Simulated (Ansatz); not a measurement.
# NaI: energy and pressure over a range of volumes

One table from this session's results is given with a row withheld; the runs are named, their logs left out.

Computed with Ansatz 0.2.0 (DFT PBE, scalar-relativistic, unless a step's input says otherwise).

### The system as given

It takes space group Fm-3m (No. 225, cubic). The conventional cell has a = 6.473 Å, b = 6.473 Å, c = 6.473 Å, α = 90.00°, β = 90.00°, γ = 90.00°. Na (site symmetry m-3m) has 6 I at 3.24 Å as nearest neighbours. I (site symmetry m-3m) is surrounded by 6 Na at 3.24 Å.

As a file:

```
Na I
1.0
     0.00000    3.23640    3.23640
     3.23640    0.00000    3.23640
     3.23640    3.23640    0.00000
Na I
1 1
Direct
  0.00000 0.00000 0.00000
  0.50000 0.50000 0.50000
```

Structure: COD 9008681, as refined from experiment and not relaxed.

Atoms are numbered in the order of the input: Na1, I2.

Set-up of the first run:

File input.yaml:

```yaml
crystal:
  lattice:
    - [0.0, 3.1708944983, 3.1708944983]
    - [3.1708944983, 0.0, 3.1708944983]
    - [3.1708944983, 3.1708944983, 0.0]
  atoms:
    - { symbol: Na, position: [0.0, 0.0, 0.0] }
    - { symbol: I, position: [0.5, 0.5, 0.5] }
kpoints:
  mp_grid: { grid: [7, 7, 7] }
scf:
  occupations: { method: fermi_dirac, width: 0.01 }
hamiltonian:
  xc: pbe
  pseudopotentials: { kind: all_electron, lapw: { basis_error: 0.001 } }
output:
  forces: true
  stress: true
  eigenvalues: true
```

Steps of the session up to this table: Volume × 0.9405, LAPW; Volume × 0.9405, PAW; Volume × 0.9405, crystal datasets; Volume × 0.98, LAPW; Volume × 0.98, PAW; Volume × 1.02, LAPW; Volume × 1.02, PAW; Volume × 1.06, LAPW; Volume × 1.06, PAW; Volume × 1.06, crystal datasets.

One of the session's tables, all rows but one given; the rest of the session is left out.

It belongs to the step «Fits». 

```
          method  volume (Å³/atom)  pressure (GPa)  gap on the k mesh (eV)
            LAPW            31.882            1.64                    3.82
            LAPW            33.221               ?                       ?
            LAPW            33.899            0.43                    3.64
            LAPW            34.577            0.11                    3.59
            LAPW            35.933           -0.44                    3.50
             PAW            31.882            1.62                    3.82
             PAW            33.221            0.78                    3.70
             PAW            33.899            0.42                    3.64
             PAW            34.577            0.09                    3.59
             PAW            35.933           -0.45                    3.50
crystal datasets            31.882            1.64                    3.82
crystal datasets            33.899            0.43                    3.64
crystal datasets            35.933           -0.44                    3.50
```

**Question.** Estimate the row for LAPW, 33.221.

The run gave: pressure (GPa): 0.79; gap on the k mesh (eV): 3.70. In the column «pressure (GPa)» it lies between PAW, 33.221 (0.78) and PAW, 31.882 (1.62).

To keep in mind: Warnings in the runs' records: gradients without spin orbit, crystal datasets made.
